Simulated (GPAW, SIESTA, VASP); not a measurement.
## CdS: 3 runs at one level of theory

```
Cd S
1.0
     4.15000    0.00000    0.00000
    -2.07500    3.59401    0.00000
     0.00000    0.00000    6.73700
Cd S
2 2
Direct
  0.66667 0.33333 0.50000
  0.33333 0.66667 0.00000
  0.66667 0.33333 0.87500
  0.33333 0.66667 0.37500
```

Alike in all runs: task band structure; functional BLYP; k mesh 7 × 7 × 4; occupations fermi-dirac, width 0.05 eV; no spin polarisation; no spin-orbit coupling. Pressure is positive in compression and, in plane waves, holds the error of the finite cutoff. Gaps are the smaller of the mesh's and the band path's.

| program and potentials | plane-wave cutoff (eV) | notes | band gap (eV) | pressure (GPa) | largest force (eV/Å) |
| --- | --- | --- | --- | --- | --- |
| SIESTA, files PseudoDojo sr-pbe-0.4.1-standard, DZP (energy shift 0.003 Ry; two zetas on semicore shells) | - | atomic basis; potentials made for PBE; 13 valence electrons an atom on average | 1.38 | 5.60 | 0.075 |
| VASP, PBE PAW files Cd, S, 520 eV | 520 | potentials made for PBE; 9 valence electrons an atom on average | 1.16 | 5.66 | 0.068 |
| GPAW, PAW data sets generated for this functional | 600 | 9 valence electrons an atom on average | 1.12 | 5.02 | 0.065 |

Force on atom 1 (Cd), eV/Å:

```csv
program and potentials,x,y,z
"SIESTA, files PseudoDojo sr-pbe-0.4.1-standard, DZP (energy shift 0.003 Ry; two zetas on semicore shells)",0.000,0.000,-0.075
"VASP, PBE PAW files Cd, S, 520 eV",0.000,0.000,-0.068
"GPAW, PAW data sets generated for this functional",0.000,0.000,-0.065
```

The band gap spans 1.12 (GPAW, PAW data sets generated for this functional) to 1.38 eV (SIESTA, files PseudoDojo sr-pbe-0.4.1-standard, DZP (energy shift 0.003 Ry; two zetas on semicore shells)). The pressure spans 5.02 (GPAW, PAW data sets generated for this functional) to 5.66 GPa (VASP, PBE PAW files Cd, S, 520 eV). Rows in atomic bases carry the error of their basis and grid, which can be large.

The functional is the same throughout but for its coding, so the spread measures potentials, basis and numerics; runs on potential files found faulty are left out.
